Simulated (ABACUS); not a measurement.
Runs of ABACUS 3.10.1 on GaP. The structure is cubic, space group F-43m (No. 216). The conventional cell has a = 5.451 Å, b = 5.451 Å, c = 5.451 Å, α = 90.00°, β = 90.00°, γ = 90.00°. Around Ga (site symmetry -43m) lie 4 P at 2.36 Å. Around P (site symmetry -43m) lie 4 Ga at 2.36 Å. 

```csv
task,level,potentials or basis,cell,k mesh,cutoff (eV),max steps of the relaxation,force threshold,optimiser,stress threshold,SCF threshold on the density,gap on the mesh (eV),pressure (GPa),relaxed volume (Å³/atom)
relaxation of cell and atoms,WC,"PseudoDojo NC SR 0.5 PBE stringent, plane waves",relaxed,6 × 6 × 6,1551,60,0.005 eV/Å,cg,1 kbar,1e-08,(a),0.0,20.16
relaxation of cell and atoms,BLYP,"SPMS ONCV 1.0 PBE, DZP LCAO (the cutoffs set its grid)",relaxed,7 × 7 × 7,1361,60,0.02 eV/Å,cg,0.5 kbar,1e-07,-,0.0,22.21
single point,BLYP,"SPMS ONCV 1.0 PBE, DZP LCAO (the cutoffs set its grid)",as given,7 × 7 × 7,1361,-,-,-,-,1e-07,(b),7.6,-
single point,WC,"PseudoDojo NC SR 0.5 PBE stringent, plane waves",as given,6 × 6 × 6,1551,-,-,-,-,1e-08,1.49,-0.4,-
```

Alike in all rows: no spin polarisation; smearing fermi-dirac 0.05 eV.

Question: Estimate the missing entries.

Answer: (a) 1.48; (b) 1.73.

Caveats: the potentials were made for another functional, which shifts forces and pressure; the atomic orbitals were generated for these runs and aren't a published set (some runs); the basis of atomic orbitals isn't converged, which shifts pressures, moduli and gaps (some runs); an odd mesh through Γ misses points on the zone boundary, where band edges often lie (some runs).

A k mesh can miss the band edges, and the runs leave out spin-orbit coupling on Ga.

The runs don't all hold the same shells in valence.
